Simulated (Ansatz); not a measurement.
Runs of Ansatz 0.2.0 on CdS. It takes space group P3m1 (No. 156, trigonal). The conventional cell has a = 4.261 Å, b = 4.261 Å, c = 5.804 Å, α = 90.00°, β = 90.00°, γ = 120.00°. Cd (site symmetry 3m) has 3 S at 2.46 Å as nearest neighbours. S (site symmetry 3m) is surrounded by 3 Cd at 2.46 Å. Measurements of this composition are mostly on another form, of space group No. 186.

```csv
task,level,k mesh,atoms under strain,gap on the mesh (eV),pressure (GPa)
Born charges and dielectric tensor,PBE,7 × 7 × 5,-,1.47,-
phonons,PBEsol,5 × 5 × 4,-,(b),-
elastic constants,LDA,5 × 5 × 4,clamped,(a),-2.5
phonons,PBE,5 × 5 × 4,-,1.46,-
elastic constants,PBE,5 × 5 × 4,relaxed,1.46,-0.2
```

Alike in all rows: potentials or basis Ansatz PAW; no spin polarisation; cell as given; cutoff (eV) 420; smearing fixed.

Estimate the missing entries.

(a) 1.25; (b) 1.41.

Caveats: odd divisions of the mesh miss points on the zone boundary, where band edges often lie, so the gap on the mesh can be too wide; the PAW data sets come from PBE, with cores solved anew for the run's functional, which leaves a small shift of forces and pressure (some runs); the elastic tensor has a negative eigenvalue, so either the cell is unstable as it stands or the mesh is too thin (some runs).

A k mesh can miss the band edges, and the runs leave out spin-orbit coupling on Cd.
